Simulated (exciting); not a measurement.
# TiB2 (P6/mmm) in exciting: reference runs

Reference runs on TiB2: the cell as given.

Everything below comes from runs of exciting (release sodium). Logs are shortened: lines on timing, memory, paths and dates and some standing lists are left out, and cuts for length are marked.

## 1. Starting point

It takes space group P6/mmm (No. 191, hexagonal). The conventional cell has a = 3.029 Å, b = 3.029 Å, c = 3.228 Å, α = 90.00°, β = 90.00°, γ = 120.00°. Around Ti (site symmetry 6/mmm) lie 12 B at 2.38 Å. B (site symmetry -6m2) is surrounded by 3 B at 1.75 Å.

## 2. Single point, PBE

File input.xml:

```xml
<input>
  <title>TiB2</title>
  <structure speciespath="./" tshift="false">
    <crystal scale="1">
      <basevect>5.724358376716 0.000000000000 0.000000000000</basevect>
      <basevect>-2.862179188358 4.957439774520 0.000000000000</basevect>
      <basevect>0.000000000000 0.000000000000 6.100791820742</basevect>
    </crystal>
    <species speciesfile="Ti.xml" rmt="2">
      <atom coord="0.000000000000 0.000000000000 0.000000000000"/>
    </species>
    <species speciesfile="B.xml" rmt="1.45">
      <atom coord="0.666666666700 0.333333333300 0.500000000000"/>
      <atom coord="0.333333333300 0.666666666700 0.500000000000"/>
    </species>
  </structure>
  <groundstate do="fromscratch" ngridk="10 10 8" rgkmax="7" gmaxvr="14" lmaxapw="10" lmaxmat="10" lmaxvr="8" xctype="GGA_PBE" stype="Fermi Dirac" swidth="0.00183747" nempty="16" ValenceRelativity="iora*" epsengy="1e-05" epspot="1e-05" maxscl="60" tforce="true" outputlevel="normal"/>
</input>
```

Potentials or basis: all-electron LAPW+lo, shipped species files, valence relativity iora*.

Started as:

```console
OMP_NUM_THREADS=1 exciting_smp
```

INFO.OUT:

```text
================================================================================
EXCITING SODIUM started
[... 10 lines left out ...]

 Lattice vectors (cartesian) :
      5.7243583767      0.0000000000      0.0000000000
     -2.8621791884      4.9574397745      0.0000000000
      0.0000000000      0.0000000000      6.1007918207

 Reciprocal lattice vectors (cartesian) :
      1.0976226319      0.6337127220     -0.0000000000
      0.0000000000      1.2674254440      0.0000000000
      0.0000000000     -0.0000000000      1.0298966908

 Unit cell volume                           :     173.1292580093
 Brillouin zone volume                      :       1.4327457779

 Species :    1 (Ti)
     parameters loaded from                 :    Ti.xml
     name                                   :    titanium
     nuclear charge                         :     -22.00000000
     electronic charge                      :      22.00000000
     atomic mass                            :   87256.20311000
     muffin-tin radius                      :       2.00000000
     # of radial points in muffin-tin       :     350

     atomic positions (lattice) :
       1 :   0.00000000  0.00000000  0.00000000

 Species :    2 (B)
     parameters loaded from                 :    B.xml
     name                                   :    boron
     nuclear charge                         :      -5.00000000
     electronic charge                      :       5.00000000
     atomic mass                            :   19707.24741000
     muffin-tin radius                      :       1.45000000
     # of radial points in muffin-tin       :     250

     atomic positions (lattice) :
       1 :   0.66666667  0.33333333  0.50000000
       2 :   0.33333333  0.66666667  0.50000000

 Total number of atoms per unit cell        :       3

 Spin treatment                             :    spin-unpolarised

 Number of Bravais lattice symmetries       :      24
 Number of crystal symmetries               :      24

 k-point grid                               :      10   10    8
 Total number of k-points                   :      70
 k-point set is reduced with crystal symmetries

 R^MT_min * |G+k|_max (rgkmax)              :       7.00000000
 Species with R^MT_min                      :       2 (B)
[... 54 lines left out ...]
 Coulomb energy                             :     -1762.28953310
 Exchange energy                            :       -48.90818548
 Correlation energy                         :        -1.33125967
[... 280 lines left out ...]
 RMS change in effective potential (target) :  0.188960      ( 0.100000E-04)
 Absolute change in total energy   (target) :  0.281305      ( 0.100000E-04)
 Charge distance                   (target) :  0.127573E-02  ( 0.100000E-04)
 Abs. change in max-nonIBS-force   (target) :   0.00000      ( 0.500000E-04)

++++++++++++++++++++++++++++++++++++++++++++++++++++++++++++++++++++++++++++++++
[... 9 further cycles ...]
+ SCF iteration number :   20                                                  +
++++++++++++++++++++++++++++++++++++++++++++++++++++++++++++++++++++++++++++++++
 Total energy                               :      -903.63373526
 _______________________________________________________________
 Fermi energy                               :         0.43790773
 Kinetic energy                             :       911.49034189
 Coulomb energy                             :     -1764.66832772
 Exchange energy                            :       -49.11406557
 Correlation energy                         :        -1.34168387
[... 285 lines left out ...]
 RMS change in effective potential (target) :  0.518558E-07  ( 0.100000E-04)
 Absolute change in total energy   (target) :  0.212854E-05  ( 0.100000E-04)
 Charge distance                   (target) :  0.994242E-08  ( 0.100000E-04)
 Abs. change in max-nonIBS-force   (target) :   0.00000      ( 0.500000E-04)

++++++++++++++++++++++++++++++++++++++++++++++++++++++++++++++++++++++++++++++++
| Convergency criteria checked for the last 2 iterations                       +
| Convergence targets achieved. Performing final SCF iteration                 +
++++++++++++++++++++++++++++++++++++++++++++++++++++++++++++++++++++++++++++++++
 Total energy                               :      -903.63437406
 _______________________________________________________________
 Fermi energy                               :         0.43790418
 Kinetic energy                             :       911.48992872
 Coulomb energy                             :     -1764.66853160
 Exchange energy                            :       -49.11408613
 Correlation energy                         :        -1.34168506

 DOS at Fermi energy (states/Ha/cell)       :        23.17795083

 Electron charges :
     core                                   :        14.00000000
     core leakage                           :         0.00153775
     valence                                :        18.00000000
     interstitial                           :         5.88458627
     charge in muffin-tin spheres :
                  atom     1    Ti          :        19.58507382
                  atom     2     B          :         3.26516995
                  atom     3     B          :         3.26516995
     total charge in muffin-tins            :        26.11541373
     total charge                           :        32.00000000

++++++++++++++++++++++++++++++++++++++++++++++++++++++++++++++++++++++++++++++++
+ Self-consistent loop stopped                                                 +
++++++++++++++++++++++++++++++++++++++++++++++++++++++++++++++++++++++++++++++++
 STATE.OUT is written

--------------------------------------------------------------------------------
- Writing atomic positions and forces                                          -
--------------------------------------------------------------------------------

 Atomic positions (lattice) :
 atom     1  Ti  :     0.00000000    0.00000000    0.00000000
 atom     2   B  :     0.66666667    0.33333333    0.50000000
 atom     3   B  :     0.33333333    0.66666667    0.50000000

 Total atomic forces including IBS (cartesian) :
 atom     1  Ti  :    -0.00000000    0.00000000    0.00000000
 atom     2   B  :     0.00000000   -0.00000000    0.00000000
 atom     3   B  :     0.00000000    0.00000000    0.00000000

 Atomic force components including IBS (cartesian) :
 atom     1  Ti  :     0.00000000    0.00000000    0.00000000   HF force
                 :     0.00000000   -0.00000000    0.00000000   core correction
                 :     0.00000000    0.00000000    0.00000000   IBS correction
 atom     2   B  :    -0.00000000   -0.00000000    0.00000000   HF force
                 :     0.00000000   -0.00000000    0.00000000   core correction
                 :     0.00000000    0.00000000    0.00000000   IBS correction
 atom     3   B  :     0.00000000    0.00000000    0.00000000   HF force
                 :    -0.00000000    0.00000000    0.00000000   core correction
                 :    -0.00000000   -0.00000000    0.00000000   IBS correction

********************************************************************************
[... 7 lines left out ...]
| EXCITING SODIUM stopped                                                      =
================================================================================
```

It took 6.4 min on 1 thread of Arm Neoverse V2, shared host; peak memory 0.15 GiB.

Results:

| Item | Value |
| --- | --- |
| Free energy | -24589.1503 eV |
| Band gap on the k mesh | none (metal or under the smearing width) |
| All electrons inside the program's atomic spheres | Ti 19.59; B 3.27 (radii Ti 2.0, B 1.45 bohr) |

Levels at points of the mesh, in eV from the Fermi level:
| k point | band 6 | band 7 | band 8 | band 9 | band 10 | band 11 | band 12 | band 13 |
| --- | --- | --- | --- | --- | --- | --- | --- | --- |
| (0.00, 0.00, 0.00) | -2.55 | -2.55 | -2.27 | -2.06 | 1.96 | 1.96 | 3.71 | 3.71 |
| (0.50, 0.00, 0.00) | -9.18 | -3.21 | -3.17 | -2.21 | 1.40 | 2.80 | 3.28 | 3.42 |
| (0.00, 0.00, 0.50) | -7.55 | -0.50 | -0.50 | -0.12 | -0.12 | 0.49 | 0.49 | 1.70 |
| (0.50, 0.00, 0.50) | -7.49 | -4.58 | -3.76 | -3.09 | 2.55 | 2.98 | 4.53 | 4.64 |

Caveat: the log's total energy holds no entropy term; the free energy is that total less TS from the occupations.
